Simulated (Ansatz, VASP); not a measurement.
# BAs in VASP and in Ansatz

```
As B
1.0
     0.00000    2.38850    2.38850
     2.38850    0.00000    2.38850
     2.38850    2.38850    0.00000
As B
1 1
Direct
  0.75000 0.75000 0.75000
  0.00000 0.00000 0.00000
```

Alike in both runs: task single point; functional PBE; k mesh 10 × 10 × 10; occupations gaussian, width 0.012 eV; no spin polarisation.

```csv
,VASP,Ansatz
version,VASP 6.6.1,Ansatz 0.2.0
potentials or method,"VASP PAW PBE potentials, release 64 (As, B)",Ansatz PAW
plane-wave cutoff (eV),520,420
valence electrons in the cell,8,18
```

Ansatz gave:

* gap on the k mesh at the Fermi level (eV): 1.18
* least direct gap on the mesh (eV): 3.28
* pressure (GPa): 2.8

Which values does VASP return?

gap on the k mesh at the Fermi level (eV): 1.18; least direct gap on the mesh (eV): 3.28; pressure (GPa): 3.4.

The two sets of potentials don't hold the same shells in valence.

A k mesh can miss the band edges. As with any semilocal functional, this PBE gap is likely too small.
